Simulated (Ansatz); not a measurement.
# Ge3S4: what a guessed cell relaxes into

The task: take a trial cell of Ge3S4 to zero force and stress.

Method: DFT PBE, scalar-relativistic, plane waves, PAW, in Ansatz 0.2.0.

## (1) The structure to begin with

The structure is cubic, space group Im-3m (No. 229). Conventional cell: a = 6.968 Å, b = 6.968 Å, c = 6.968 Å, α = 90.00°, β = 90.00°, γ = 90.00°. Ge (site symmetry 4/mmm) is surrounded by 8 S at 3.02 Å. S (site symmetry -3m) has 6 Ge at 3.02 Å as nearest neighbours.

Structure file:

```xyz
7
Lattice="-3.4842 3.4842 3.4842 3.4842 -3.4842 3.4842 3.4842 3.4842 -3.4842" Properties=species:S:1:pos:R:3 pbc="T T T"
Ge    3.4842    0.0000    0.0000
Ge    0.0000    3.4842    0.0000
Ge    0.0000    0.0000    3.4842
S     1.7421    1.7421    1.7421
S     1.7421    1.7421   -1.7421
S     1.7421   -1.7421    1.7421
S    -1.7421    1.7421    1.7421
```

The cell is invented: random cell by space group and Wyckoff sites (Im-3m, No. 229). Lengths come from tabulated atomic sizes and are only a guess.

## (2) The guess as it stands, on a coarse mesh

File input.yaml:

```yaml
crystal:
  lattice:
    - [-3.48415753, 3.48415753, 3.48415753]
    - [3.48415753, -3.48415753, 3.48415753]
    - [3.48415753, 3.48415753, -3.48415753]
  atoms:
    - { symbol: Ge, position: [0.0, 0.5, 0.5] }
    - { symbol: Ge, position: [0.5, 0.0, 0.5] }
    - { symbol: Ge, position: [0.5, 0.5, 0.0] }
    - { symbol: S, position: [0.5, 0.5, 0.5] }
    - { symbol: S, position: [0.0, 0.0, 0.5] }
    - { symbol: S, position: [0.0, 0.5, 0.0] }
    - { symbol: S, position: [0.5, 0.0, 0.0] }
basis:
  ecutwfc: 420
kpoints:
  mp_grid: { grid: [4, 4, 4] }
hamiltonian:
  xc: pbe
scf:
  occupations: { method: gaussian, width: 0.1 }
  lower_state_search: "off"
output:
  forces: true
  stress: true
  eigenvalues: true
```

Run with:

```
> ansatz run input.yaml --threads 1 --pin off --max-ram 2048MiB --backend cpu --events-out ev --progress --plain --runs-dir out
```

What it wrote (excerpt; [...] marks lines left out):

```text
[...]
SCF converged after 6 iterations
Free energy (F): -16490.124484 eV
[...]
E sigma→0 (E₀):  -16490.106644 eV
Entropy (-TS):   -0.035681 eV (-5.097 meV/atom)
Fermi energy:    5.078705 eV
[...]
--- Forces (eV/Å), atoms counted from 1 ---
  atom   1  Ge     0.00000000    -0.00000000    -0.00000000
  atom   2  Ge     0.00000000    -0.00000000    -0.00000000
  atom   3  Ge     0.00000000    -0.00000000     0.00000000
  atom   4  S      0.00000000    -0.00000000    -0.00000000
  atom   5  S      0.00000000    -0.00000000     0.00000000
  atom   6  S      0.00000000    -0.00000000    -0.00000000
  atom   7  S      0.00000000     0.00000000     0.00000000
[...]
--- Stress (GPa, compression-positive) ---
       -8.255659       0.000000       0.000000
        0.000000      -8.255659       0.000000
        0.000000       0.000000      -8.255659
  P = ⅓ Tr σ = -8.2557 GPa (-82.557 kbar)
--- Band table (eV; the first three rows and the last of 8) ---
[...]
```

Run time: 1.1 s. Hardware: 1 thread of AMD EPYC 9R45 (Zen 5), shared host; peak memory 0.47 GiB.

The probe gives pressure -8.3 GPa, largest force 0.00 eV/Å, gap on this mesh none (metal). A guess like this is first relaxed loosely on the coarse mesh.

## (3) Coarse relaxation

input.yaml, as its differences from that of step 2:

```diff
@@ -26 +26,6 @@
   eigenvalues: true
+relax:
+  adjacent_minimum: "off"
+  f_tol: 0.04
+  max_steps: 70
+  cell: { stress_tol: 0.4 }
```

Run with:

```
> ansatz run input.yaml --threads 1 --pin off --max-ram 2048MiB --backend cpu --events-out ev --progress --plain --runs-dir out
```

What it wrote:

```text
Warning: RAYON_NUM_THREADS=1 ignored (pool sized by the plan → 1); use --threads N
Engine: ansatz 0.2.0, x86_64-unknown-linux-gnu
Pseudopotentials: kind: paw
Pseudopotential: Ge, paw, valence charge 14, recommended cutoff 420 eV (normal), Ge.paw.azcp
Pseudopotential: S, paw, valence charge 6, recommended cutoff 420 eV (normal), S.paw.azcp
Functional definition: PBE
  parameter kappa = 0.804
  parameter beta = 0.06672455060314922
  exchange = pbe_x(kappa = kappa, mu = beta*pi^2/3)
  correlation = pbe_c(beta = beta)
Crystal: 7 atoms, lattice volume = 169.182 Å³
Basis set: ecut = 420 eV, 3319 PW (Γ), exchange–correlation on 90×90×90 points (8 copies of the dense FFT grid, shifted against one another)
Bands: 40, of which v1, the nominal top of the filled ones, is band 33 counted from 1 (32 counted from 0)
Symmetry: 48 space group operations
Space group: Im-3m (ITA 229), of the structure as read, at distance tolerance 5.5e-5 Å
k-points: 8 of 64
Non-local potential: Ge, projectors of the file, l = 0: 2, l = 1: 2, l = 2: 3, l = 3: 1
Non-local potential: S, projectors of the file, l = 0: 2, l = 1: 2, l = 2: 2
PAW form: soft (Blöchl's): semilocal exchange-correlation on the pseudo side does not see the compensation charge
PAW one-centre angular grid: Ge, 590 points (default); XC on 64 Gauss nodes
PAW one-centre angular grid: S, 110 points (default); XC on 64 Gauss nodes
Initial density: superposition of atomic densities (neutral atoms: chi_scale 0, normalization atom), corrected by the library's trained network
Initial wavefunctions: pseudopotential atomic-orbital guess
Functional: x = pbe(κ = 0.804, μ = 0.2195149727645171), c = pbe(β = 0.06672455060314922)
SCF iter   1: F=—  HF=-16490.134492 eV  |F-HF|=—  |Δ(HF+E_count)|=         —  Δρ=3.36e-3  dr2=2.63e-2  ethr=1.77e-3  ⟨swp⟩=6.4  Hψ=1146  notcnv=0
preconditioner: auto → LDOS  [metal: Δε(μ)=0.016 eV  Ē_g=7.219 eV  σ=0.100 eV  W_gap=0.09  n_scr=42 (ndim 8)  ℏωp=17.1 eV  f_vac=0.045  D(μ)=7.51/eV (n_scr^D=54)  β→1.0]
SCF iter   2: F=—  HF=-16490.124961 eV  |F-HF|=—  |Δ(HF+E_count)|=   9.53e-3  Δρ=1.66e-3  dr2=3.24e-3  ethr=3.98e-5  ⟨swp⟩=2.0  Hψ=522  notcnv=0  defer=1
SCF iter   3: F=—  HF=-16490.124435 eV  |F-HF|=—  |Δ(HF+E_count)|=   5.26e-4  Δρ=1.94e-4  dr2=5.00e-5  ethr=4.91e-6  ⟨swp⟩=2.1  Hψ=476  notcnv=0  defer=1
SCF iter   4: F=—  HF=-16490.124484 eV  |F-HF|=—  |Δ(HF+E_count)|=   4.98e-5  Δρ=6.06e-5  dr2=6.54e-6  ethr=7.57e-8  ⟨swp⟩=2.0  Hψ=573  notcnv=0  defer=1
SCF iter   5: F=—  HF=-16490.124483 eV  |F-HF|=—  |Δ(HF+E_count)|=   8.77e-7  Δρ=2.20e-5  dr2=6.11e-7  ethr=9.90e-9  ⟨swp⟩=2.0  Hψ=564  notcnv=0  defer=1
SCF iter   6: F=-16490.124484 eV  HF=-16490.124484 eV  |F-HF|=5.48e-8  |Δ(HF+E_count)|=   5.61e-7  Δρ=6.29e-6  dr2=6.09e-8  ethr=1.52e-10  ⟨swp⟩=8.1  Hψ=1302  notcnv=0
SCF 1 converged in 6 iterations: F = -16490.124484 eV  dr2 = 6.09e-8
relax step   1: F+E_penalty+E_count = -16490.12448403 eV  Δ(F+E_penalty+E_count) = +0.000e0 eV  max|allowed force component| = 3.316e-29 eV/Å  Δτ_max = 0.0000 Å  P = -8.256 GPa  Ω = 169.182 Å³  (6 SCF iters, dr2 threshold 1.00e-7 eV, accepted)
Crystal: 7 atoms, lattice volume = 145.625 Å³
Basis set: ecut = 420 eV, 2899 PW (Γ), exchange–correlation on 90×90×90 points (8 copies of the dense FFT grid, shifted against one another)
Initial density: handed on by an earlier stage of this run
Initial wavefunctions: those handed on with the density
iter 1 solved again at ethr=1.39e-4 eV; its pass at ethr=3.10e-3 eV (dr2=9.19e-2 eV) is discarded
SCF iter   1: F=—  HF=-16491.125755 eV  |F-HF|=—  |Δ(HF+E_count)|=         —  Δρ=5.74e-3  dr2=9.32e-2  ethr=1.39e-4  ⟨swp⟩=1.1  Hψ=1495  notcnv=0
preconditioner: auto → LDOS  [metal: Δε(μ)=0.032 eV  Ē_g=16.782 eV  σ=0.100 eV  W_gap=0.17  n_scr=42 (ndim 8)  ℏωp=25.0 eV  f_vac=0.032  D(μ)=6.73/eV (n_scr^D=54)  β→1.0]
SCF iter   2: F=—  HF=-16491.107638 eV  |F-HF|=—  |Δ(HF+E_count)|=   1.81e-2  Δρ=1.36e-3  dr2=2.40e-3  ethr=1.39e-4  ⟨swp⟩=2.0  Hψ=403  notcnv=0
SCF iter   3: F=—  HF=-16491.107647 eV  |F-HF|=—  |Δ(HF+E_count)|=   8.88e-6  Δρ=4.25e-4  dr2=3.16e-4  ethr=3.64e-6  ⟨swp⟩=2.0  Hψ=584  notcnv=0
SCF iter   4: F=—  HF=-16491.107601 eV  |F-HF|=—  |Δ(HF+E_count)|=   4.57e-5  Δρ=1.83e-4  dr2=2.88e-5  ethr=4.78e-7  ⟨swp⟩=2.0  Hψ=573  notcnv=0
SCF iter   5: F=—  HF=-16491.107574 eV  |F-HF|=—  |Δ(HF+E_count)|=   2.65e-5  Δρ=6.25e-5  dr2=5.98e-6  ethr=4.37e-8  ⟨swp⟩=2.0  Hψ=514  notcnv=0
SCF iter   6: F=-16491.107571 eV  HF=-16491.107571 eV  |F-HF|=7.10e-7  |Δ(HF+E_count)|=   3.11e-6  Δρ=1.81e-5  dr2=4.06e-7  ethr=1.06e-9  ⟨swp⟩=3.0  Hψ=1254  notcnv=0
SCF 2 converged in 6 iterations: F = -16491.107571 eV  dr2 = 4.06e-7
relax step   2: F+E_penalty+E_count = -16491.10757051 eV  Δ(F+E_penalty+E_count) = -9.831e-1 eV  max|allowed force component| = 2.159e-29 eV/Å  Δτ_max = 0.0000 Å  P = -4.771 GPa  Ω = 145.625 Å³  energy of the carried Pulay correction = +1.717e-3 eV  (6 SCF iters, dr2 threshold 7.00e-7 eV, accepted)
Crystal: 7 atoms, lattice volume = 124.364 Å³
Basis set: ecut = 420 eV, 2491 PW (Γ), exchange–correlation on 90×90×90 points (8 copies of the dense FFT grid, shifted against one another)
iter 1 solved again at ethr=3.67e-5 eV; its pass at ethr=3.10e-3 eV (dr2=2.43e-2 eV) is discarded
SCF iter   1: F=—  HF=-16491.255543 eV  |F-HF|=—  |Δ(HF+E_count)|=         —  Δρ=3.99e-3  dr2=2.47e-2  ethr=3.67e-5  ⟨swp⟩=2.0  Hψ=1599  notcnv=0
preconditioner: auto → LDOS  [insulator: Δε(μ)=0.202 eV  Ē_g=17.350 eV  σ=0.100 eV  W_gap=0.60  n_scr=42 (ndim 8)  ℏωp=27.1 eV  f_vac=0.023  D(μ)=3.30/eV (n_scr^D=18)  ε∞_Penn≈3.4  β→1.0]
SCF iter   2: F=—  HF=-16491.252864 eV  |F-HF|=—  |Δ(HF+E_count)|=   2.68e-3  Δρ=1.12e-3  dr2=8.27e-4  ethr=3.67e-5  ⟨swp⟩=2.0  Hψ=459  notcnv=0
SCF iter   3: F=—  HF=-16491.253055 eV  |F-HF|=—  |Δ(HF+E_count)|=   1.91e-4  Δρ=4.05e-4  dr2=2.20e-4  ethr=1.25e-6  ⟨swp⟩=2.0  Hψ=579  notcnv=0
SCF iter   4: F=—  HF=-16491.252856 eV  |F-HF|=—  |Δ(HF+E_count)|=   1.99e-4  Δρ=1.85e-4  dr2=1.57e-5  ethr=3.34e-7  ⟨swp⟩=2.0  Hψ=576  notcnv=0
SCF iter   5: F=—  HF=-16491.252847 eV  |F-HF|=—  |Δ(HF+E_count)|=   9.16e-6  Δρ=2.56e-5  dr2=7.62e-7  ethr=2.37e-8  ⟨swp⟩=2.0  Hψ=564  notcnv=0
SCF iter   6: F=-16491.252847 eV  HF=-16491.252847 eV  |F-HF|=3.44e-8  |Δ(HF+E_count)|=   7.91e-8  Δρ=4.41e-6  dr2=2.96e-8  ethr=1.06e-9  ⟨swp⟩=5.4  Hψ=1200  notcnv=0
SCF 3 converged in 6 iterations: F = -16491.252847 eV  dr2 = 2.96e-8
relax step   3: F+E_penalty+E_count = -16491.25284650 eV  Δ(F+E_penalty+E_count) = -1.453e-1 eV  max|allowed force component| = 3.339e-29 eV/Å  Δτ_max = 0.0000 Å  P = +4.305 GPa  Ω = 124.364 Å³  energy of the carried Pulay correction = +3.504e-3 eV  (6 SCF iters, dr2 threshold 7.00e-7 eV, accepted)
Crystal: 7 atoms, lattice volume = 133.617 Å³
Basis set: ecut = 420 eV, 2587 PW (Γ), exchange–correlation on 90×90×90 points (8 copies of the dense FFT grid, shifted against one another)
iter 1 solved again at ethr=8.54e-6 eV; its pass at ethr=3.10e-3 eV (dr2=5.63e-3 eV) is discarded
SCF iter   1: F=—  HF=-16491.339585 eV  |F-HF|=—  |Δ(HF+E_count)|=         —  Δρ=1.80e-3  dr2=5.70e-3  ethr=8.54e-6  ⟨swp⟩=2.0  Hψ=1565  notcnv=0
preconditioner: auto → LDOS  [metal: Δε(μ)=0.015 eV  Ē_g=17.018 eV  σ=0.100 eV  W_gap=0.08  n_scr=42 (ndim 8)  ℏωp=26.1 eV  f_vac=0.033  D(μ)=4.63/eV (n_scr^D=42)  β→1.0]
SCF iter   2: F=—  HF=-16491.339213 eV  |F-HF|=—  |Δ(HF+E_count)|=   3.72e-4  Δρ=6.17e-4  dr2=2.71e-4  ethr=8.54e-6  ⟨swp⟩=3.0  Hψ=614  notcnv=0
SCF iter   3: F=—  HF=-16491.339417 eV  |F-HF|=—  |Δ(HF+E_count)|=   2.04e-4  Δρ=3.38e-4  dr2=1.18e-4  ethr=4.11e-7  ⟨swp⟩=2.0  Hψ=577  notcnv=0
SCF iter   4: F=—  HF=-16491.339258 eV  |F-HF|=—  |Δ(HF+E_count)|=   1.58e-4  Δρ=7.66e-5  dr2=4.78e-6  ethr=1.79e-7  ⟨swp⟩=2.0  Hψ=575  notcnv=0
SCF iter   5: F=-16491.339260 eV  HF=-16491.339260 eV  |F-HF|=2.19e-7  |Δ(HF+E_count)|=   1.67e-6  Δρ=1.21e-5  dr2=1.07e-7  ethr=1.06e-9  ⟨swp⟩=7.0  Hψ=1317  notcnv=0
SCF 4 converged in 5 iterations: F = -16491.339260 eV  dr2 = 1.07e-7
relax step   4: F+E_penalty+E_count = -16491.33926014 eV  Δ(F+E_penalty+E_count) = -8.641e-2 eV  max|allowed force component| = 2.854e-29 eV/Å  Δτ_max = 0.0000 Å  P = -0.904 GPa  Ω = 133.617 Å³  energy of the carried Pulay correction = +2.695e-3 eV  (5 SCF iters, dr2 threshold 7.00e-7 eV, accepted)
Crystal: 7 atoms, lattice volume = 131.655 Å³
iter 1 solved again at ethr=3.52e-7 eV; its pass at ethr=3.10e-3 eV (dr2=2.32e-4 eV) is discarded
SCF iter   1: F=—  HF=-16491.344970 eV  |F-HF|=—  |Δ(HF+E_count)|=         —  Δρ=3.80e-4  dr2=1.91e-4  ethr=3.52e-7  ⟨swp⟩=2.6  Hψ=1480  notcnv=0
preconditioner: auto → LDOS  [metal: Δε(μ)=0.105 eV  Ē_g=17.099 eV  σ=0.100 eV  W_gap=0.44  n_scr=42 (ndim 8)  ℏωp=26.3 eV  f_vac=0.031  D(μ)=4.25/eV (n_scr^D=42)  β→1.0]
SCF iter   2: F=—  HF=-16491.344966 eV  |F-HF|=—  |Δ(HF+E_count)|=   4.16e-6  Δρ=1.00e-4  dr2=7.43e-6  ethr=2.90e-7  ⟨swp⟩=2.8  Hψ=584  notcnv=0
SCF iter   3: F=—  HF=-16491.344971 eV  |F-HF|=—  |Δ(HF+E_count)|=   5.02e-6  Δρ=5.52e-5  dr2=2.98e-6  ethr=1.06e-9  ⟨swp⟩=7.1  Hψ=1450  notcnv=0
SCF iter   4: F=-16491.344967 eV  HF=-16491.344967 eV  |F-HF|=6.54e-9  |Δ(HF+E_count)|=   4.11e-6  Δρ=1.31e-5  dr2=1.37e-7  ethr=1.06e-9  ⟨swp⟩=2.9  Hψ=1260  notcnv=0
SCF 5 converged in 4 iterations: F = -16491.344967 eV  dr2 = 1.37e-7
relax step   5: F+E_penalty+E_count = -16491.34496722 eV  Δ(F+E_penalty+E_count) = -5.707e-3 eV  max|allowed force component| = 3.313e-29 eV/Å  Δτ_max = 0.0000 Å  P = +0.014 GPa  Ω = 131.655 Å³  energy of the carried Pulay correction = +2.862e-3 eV  (4 SCF iters, dr2 threshold 7.00e-7 eV, accepted)
Basis set: ecut = 420 eV, 2587 PW (Γ), exchange–correlation on 80×80×80 points (8 copies of the dense FFT grid, shifted against one another)
Initial wavefunctions: pseudopotential atomic-orbital guess (no wavefunctions were taken with the density)
iter 1 solved again at ethr=2.16e-7 eV; its pass at ethr=3.10e-3 eV (dr2=1.43e-4 eV) is discarded
SCF iter   1: F=—  HF=-16491.341204 eV  |F-HF|=—  |Δ(HF+E_count)|=         —  Δρ=1.14e-4  dr2=3.88e-6  ethr=2.16e-7  ⟨swp⟩=3.0  Hψ=2020  notcnv=0
preconditioner: auto → LDOS  [metal: Δε(μ)=0.107 eV  Ē_g=17.098 eV  σ=0.100 eV  W_gap=0.44  n_scr=42 (ndim 8)  ℏωp=26.3 eV  f_vac=0.031  D(μ)=4.23/eV (n_scr^D=42)  β→1.0]
SCF iter   2: F=—  HF=-16491.341245 eV  |F-HF|=—  |Δ(HF+E_count)|=   4.11e-5  Δρ=1.05e-4  dr2=7.67e-6  ethr=5.88e-9  ⟨swp⟩=2.0  Hψ=584  notcnv=0
SCF iter   3: F=—  HF=-16491.341232 eV  |F-HF|=—  |Δ(HF+E_count)|=   1.24e-5  Δρ=2.45e-5  dr2=5.81e-7  ethr=5.88e-9  ⟨swp⟩=2.0  Hψ=580  notcnv=0
SCF iter   4: F=—  HF=-16491.341231 eV  |F-HF|=—  |Δ(HF+E_count)|=   1.05e-6  Δρ=4.57e-6  dr2=3.30e-8  ethr=8.80e-10  ⟨swp⟩=2.0  Hψ=575  notcnv=0
SCF iter   5: F=-16491.341231 eV  HF=-16491.341231 eV  |F-HF|=1.36e-9  |Δ(HF+E_count)|=   4.27e-8  Δρ=5.20e-7  dr2=4.91e-10  ethr=6.79e-12  ⟨swp⟩=5.2  Hψ=1392  notcnv=0
SCF 6 converged in 5 iterations: F = -16491.341231 eV  dr2 = 4.91e-10
relax step   6: F+E_penalty+E_count = -16491.34123110 eV  Δ(F+E_penalty+E_count) = +3.736e-3 eV  max|allowed force component| = 4.009e-29 eV/Å  Δτ_max = 0.0000 Å  P = +0.017 GPa  Ω = 131.655 Å³  stress off target by 1.72e-2 GPa  SCF on the basis re-selected at this cell (its energy is not comparable with the rows above)  (5 SCF iters)
basis re-selected at this cell: Δ(F+E_penalty+E_count) = +3.736e-3 eV, ΔP = +0.003 GPa vs the last step (what re-selecting the basis moved, of the pressure what is left beyond the Pulay correction that the steps carried, after the strain that the cell walked since its last selection, with what the two solves' SCF thresholds leave and, on support functions, any second-order correction that the steps lacked; it is no measure of the basis error at this ecutwfc). The dense FFT grid was sized anew with the basis: this SCF ran on 40×40×40 points, the steps before it on 45×45×45, so part of this shift can come from that change (see relax.cell in the input reference). This SCF's stress stands 1.72e-2 GPa from its target on what of the cell is left free (relax.cell.stress_tol is 4.00e-1 GPa) and its largest allowed force component is 4.01e-29 eV/Å (relax.f_tol is 4.00e-2 eV/Å): within both
SCF converged after 5 iterations
Free energy (F): -16491.341231 eV
Harris-Foulkes:  -16491.341231 eV  (|F-HF|=1.36e-9)
Internal energy: -16491.320063 eV  (E = F + TS)
E sigma→0 (E₀):  -16491.330647 eV
Entropy (-TS):   -0.021168 eV (-3.024 meV/atom)
Fermi energy:    8.310255 eV
--- Per-component energies (eV) ---
  E_band       = -400.465161
  E_kinetic    = 750.073526
  E_local      = -7793.474399  (includes V_loc(G=0)·N_el)
  E_nonlocal   = 1358.671209
  E_hartree    = 3378.369694
  E_xc         = -611.897103
  E_vxc        = -538.937696  (∫ρ·V_xc dr)
  E_paw        = -8447.155723  (= ΣΔE_a)
  E_vpaw       = -933.535861  (= ΣTr[D̂ρ^β])
  E_aug_tail   = 0.000851  (compensation charges beyond the density's cutoff)
  E_ewald      = -5125.908118
  E_smearing   = -0.021168  (= −TS)
  E_closure    = 0.000000  (closes the sum)
  Σ components = -16491.341231   (vs F -16491.341231, Δ=0.00e0)
--- Forces (eV/Å), atoms counted from 1 ---
  atom   1  Ge     0.00000000    -0.00000000    -0.00000000
  atom   2  Ge     0.00000000    -0.00000000     0.00000000
  atom   3  Ge     0.00000000     0.00000000     0.00000000
  atom   4  S     -0.00000000     0.00000000     0.00000000
  atom   5  S     -0.00000000     0.00000000    -0.00000000
  atom   6  S     -0.00000000    -0.00000000     0.00000000
  atom   7  S      0.00000000    -0.00000000    -0.00000000
  max |Σ_I F_I| component: 1.32e-28 eV/Å
--- Stress (GPa, compression-positive) ---
        0.017180       0.000000      -0.000000
       -0.000000       0.017180       0.000000
       -0.000000      -0.000000       0.017180
  P = ⅓ Tr σ = 0.0172 GPa (0.172 kbar)
--- Band table (eV; the first three rows and the last of 8) ---
  k-point 0: bands = ["-16.5414", "-16.5414", "-16.5292", "-16.5292", "-16.5292", "-16.5187", "-16.5075", "-16.5075", "-16.5075", "-16.4999", "-16.4999", "-16.4999", "-16.4930", "-16.4930", "-16.4789", "-6.4903", "-3.4172", "-3.4172", "-3.4172", "1.3220", "1.3220", "2.0198", "2.0198", "2.0198", "2.8791", "3.3804", "3.3804", "3.3804", "6.9528", "6.9528", "6.9528", "8.5437", "8.5437", "9.2372", "12.5258", "13.6204", "13.6204", "13.7259", "13.7259", "13.7259"]
  k-point 1: bands = ["-16.5392", "-16.5330", "-16.5266", "-16.5257", "-16.5242", "-16.5161", "-16.5086", "-16.5085", "-16.5083", "-16.5035", "-16.5014", "-16.5012", "-16.4975", "-16.4959", "-16.4850", "-6.1432", "-3.9526", "-3.5768", "-3.5053", "0.2437", "0.5242", "1.5857", "2.8400", "2.8991", "3.8130", "4.0767", "4.3258", "5.0001", "6.1348", "7.2331", "7.4186", "7.5549", "7.8960", "8.7651", "11.3759", "11.7940", "12.4033", "12.9719", "13.1562", "13.3599"]
  k-point 2: bands = ["-16.5371", "-16.5233", "-16.5208", "-16.5149", "-16.5138", "-16.5126", "-16.5113", "-16.5108", "-16.5103", "-16.5090", "-16.5079", "-16.5073", "-16.5028", "-16.5022", "-16.4888", "-5.2960", "-5.0313", "-3.7188", "-3.5880", "0.1420", "0.2990", "0.6532", "3.6962", "4.1576", "4.2804", "4.5711", "5.4644", "5.8738", "6.3639", "6.5473", "7.6404", "7.7922", "8.1648", "8.5215", "8.7927", "9.3592", "10.7327", "11.7982", "12.6540", "13.6342"]
  k-point 7: bands = ["-16.5488", "-16.5253", "-16.5253", "-16.5246", "-16.5246", "-16.5246", "-16.5102", "-16.5102", "-16.5102", "-16.4992", "-16.4992", "-16.4992", "-16.4975", "-16.4852", "-16.4852", "-4.6652", "-4.6652", "-4.6652", "-2.5446", "-1.8102", "-1.8102", "0.9982", "4.8770", "4.8770", "4.8770", "6.5753", "7.4459", "7.4459", "7.4459", "7.8723", "7.8723", "7.8723", "8.4713", "8.4713", "8.4713", "9.4153", "9.4153", "10.2855", "10.2855", "10.2855"]
--- Relaxed structure (5 steps of the walk, 5 accepted, 1 SCFs on fresh bases) ---
  F+E_penalty+E_count = -16491.34123110 eV   max|allowed force component| = 4.009e-29 eV/Å   (the final SCF, on the basis selected at the relaxed cell)
  cell:  # Å, volume = 131.6553 Å³
    - [-3.204739918308457, 3.204739918308457, 3.204739918308457]
    - [3.204739918308457, -3.204739918308457, 3.204739918308457]
    - [3.204739918308457, 3.204739918308457, -3.204739918308457]
  atoms:
    - { symbol: Ge, position: [-3.0563705000554884e-34, 0.5, 0.5] }
    - { symbol: Ge, position: [0.5, 5.321804768761299e-34, 0.5] }
    - { symbol: Ge, position: [0.5, 0.5, 1.3643467234997677e-34] }
    - { symbol: S, position: [0.5, 0.5, 0.5] }
    - { symbol: S, position: [0.0, 0.0, 0.5] }
    - { symbol: S, position: [0.0, 0.5, 0.0] }
    - { symbol: S, position: [0.5, 0.0, 0.0] }
```

Wall time 6.5 s (1 thread of AMD EPYC 9R45 (Zen 5), shared host); peak memory 0.49 GiB.

Relaxation path:

```
step  energy from step 1 (eV/cell)  largest force component (eV/Å)  pressure (GPa)  volume (Å³)
   1                        0.0000                          0.0000           -8.26       169.18
   2                       -0.9831                          0.0000           -4.77       145.63
   3                       -1.1284                          0.0000            4.30       124.36
   4                       -1.2148                          0.0000           -0.90       133.62
   5                       -1.2205                          0.0000            0.01       131.66
   6                       -1.2167                          0.0000            0.02       131.66
```

Step 1 is the start. Step 6 repeats the geometry before it on a plane-wave basis chosen anew for that cell, so its energy need not be comparable with the rows above.

Lengths and angles in the start's conventional setting:

|  | before | after | change |
| --- | --- | --- | --- |
| a (Å) | 6.968 | 6.409 | -8.0 % |
| b (Å) | 6.968 | 6.409 | -8.0 % |
| c (Å) | 6.968 | 6.409 | -8.0 % |
| volume (Å³/atom) | 24.17 | 18.81 | -22.2 % |
| shortest distance (Å) | 3.017 | 2.775 | -8.0 % |
| space group (0.01 Å) | Im-3m | Im-3m | same |

The run keeps the 48 symmetry operations of the start, so it could not have lowered the symmetry.

[end of part 1 of 2]
